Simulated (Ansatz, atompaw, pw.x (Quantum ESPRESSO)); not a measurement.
## From atom to crystal: PAW (atompaw) potential for zinc

```
Element                 : zinc (Zn)
Generator               : atompaw 4.2.0.5
Type                    : PAW
Functional              : PBE
Relativity              : scalar-relativistic
Frozen core             : [Ne] 3s2
Valence charge          : 18
Reference configuration : 3p6 3d10 4s2 4p0
Partial waves           : 4s (bound): rc 2.45 bohr; 4s channel at 2.35 Ry: rc 2.45 bohr; 3p (bound): rc 1.10 bohr; 4p (bound, empty): rc 2.45 bohr; 3d (bound): rc 1.40 bohr; 3d channel at 3.85 Ry: rc 1.40 bohr
Local potential         : troulliermartins scheme with l = 3 at 0 Ry, radius 1.95 bohr
Core correction         : smooth core density matched at 1.35 bohr
Augmentation charge     : sinc compensation charge, radius 2.15 bohr; PAW radius 2.45 bohr; waves and projectors: custom rrkj gramschmidtortho
```

Atomic tests: cutoffs needed: 90 Ry and 140 Ry (the cutoffs (Ry, on a coarse ladder) from which the occupation-weighted sum of valence levels, in a spherical-Bessel basis at the reference potential, stays within 10 and 1 mRy of its value at 400 Ry); ghost test: no extra level below or beside the all-electron valence levels (s, p, d, f tested) (spherical-Bessel basis up to 400 Ry, 20 bohr box); lowest eigenvalue of the overlap operator: 0.50 (p channel).

Crystal test: fcc Zn in pw.x 7.5, no spin, 14³ k-points, Fermi–Dirac smearing 0.01 Ry, cutoffs 170/900 Ry. The reference is all-electron LAPW (Ansatz 0.2.0) with the same functional, mesh and smearing; V0 and B0 come from Birch–Murnaghan fits to the pressures at five volumes. Errors are pseudo minus all-electron; Δ is the rms difference of the E(V) curves that follow from these fits, minima aligned, over ±6 % about the mean V0. Mesh and smearing are coarse, so the numbers serve the comparison and aren't converged zero-temperature values; the lattice is a test structure that the element need not adopt.

```json
{"V (Å³/atom)": "14.479", "P all-electron (GPa)": "3.75", "P pseudo (GPa)": "4.68"}
{"V (Å³/atom)": "14.860", "P all-electron (GPa)": "1.59", "P pseudo (GPa)": "2.44"}
{"V (Å³/atom)": "15.241", "P all-electron (GPa)": "-0.27", "P pseudo (GPa)": "0.51"}
{"V (Å³/atom)": "15.622", "P all-electron (GPa)": "-1.85", "P pseudo (GPa)": "-1.14"}
{"V (Å³/atom)": "16.003", "P all-electron (GPa)": "-3.21", "P pseudo (GPa)": "-2.58"}
```

All-electron: a0 = 3.931 Å (V0 = 15.18 Å³/atom), B0 = 69.9 GPa.

Pseudopotential: mean pressure error (GPa): +0.78; a0 (Å): 3.945; a0 error (%): +0.37; B0 error (%): -1.5; Δ (meV/atom): 2.6.

At the middle volume, how do free energy and pressure move when the wave cutoff is lowered (ecutrho held at 900 Ry)?

```csv
cutoff (Ry),shift of F (meV/atom),shift of P (GPa)
76,+174.8,-2.77
102,+53.7,-2.23
136,+6.1,+0.17
```

The run at the middle volume (104 k-points, 9 iterations) took about 78 s on one core of a shared host (Intel(R) Xeon(R) Platinum 8488C, 96 threads, 744 GiB, load 26).
